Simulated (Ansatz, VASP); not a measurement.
# Pb in VASP and in Ansatz

Contents of INCAR:

```
PREC = Accurate
ENCUT = 520
EDIFF = 1E-6
ISMEAR = -1
SIGMA = 0.1
LREAL = False
LASPH = True
NELM = 80
ALGO = Normal
ISIF = 2
LWAVE = False
LCHARG = False
GGA = PE
NBANDS = 21
```

Contents of KPOINTS:

```
regular mesh
0
Gamma
  11 11 11
```

File POSCAR:

```
Pb
1.0
    0.0000000000      3.1352513444      3.1352513444
    3.1352513444      0.0000000000      3.1352513444
    3.1352513444      3.1352513444      0.0000000000
Pb
2
Direct
   -0.1250000000     -0.1250000000     -0.1250000000
    0.1250000000      0.1250000000      0.1250000000
```

Input for Ansatz:

```yaml
crystal:
  lattice:
    - [0.0, 3.1352513444, 3.1352513444]
    - [3.1352513444, 0.0, 3.1352513444]
    - [3.1352513444, 3.1352513444, 0.0]
  atoms:
    - { symbol: Pb, position: [-0.125, -0.125, -0.125] }
    - { symbol: Pb, position: [0.125, 0.125, 0.125] }
kpoints:
  mp_grid: { grid: [11, 11, 11] }
scf:
  occupations: { method: fermi_dirac, width: 0.1 }
hamiltonian:
  xc: pbe
  pseudopotentials: { kind: all_electron, lapw: { basis_error: 0.001 } }
output:
  forces: true
  stress: true
  eigenvalues: true
  populations: true
```

Change from the starting cell: volume scaled by 0.7, LAPW.

Alike in both runs: task single point; functional PBE; k mesh 11 × 11 × 11; occupations fermi-dirac, width 0.1 eV; no spin polarisation.

|  | VASP | Ansatz |
| --- | --- | --- |
| version | VASP 6.6.1 | Ansatz 0.2.0 |
| potentials or method | VASP PAW PBE potentials, release 64 (Pb_d) | all-electron LAPW, scalar-relativistic |
| plane-wave cutoff (eV) | 520 | see its input |

Ansatz gave:

| Quantity | Value |
| --- | --- |
| pressure (GPa) | 21.2 |

Task: Which values does VASP return?

Result: Pressure (GPa): 21.1.

Ansatz ran all-electron here, so the differences hold the error of VASP's frozen core and of both bases.

Caveats: so large a pressure means that the cell lies far from this level's equilibrium, or that cutoff or potentials fall short (VASP). Spin-orbit coupling is left out, which matters for the levels of Pb.
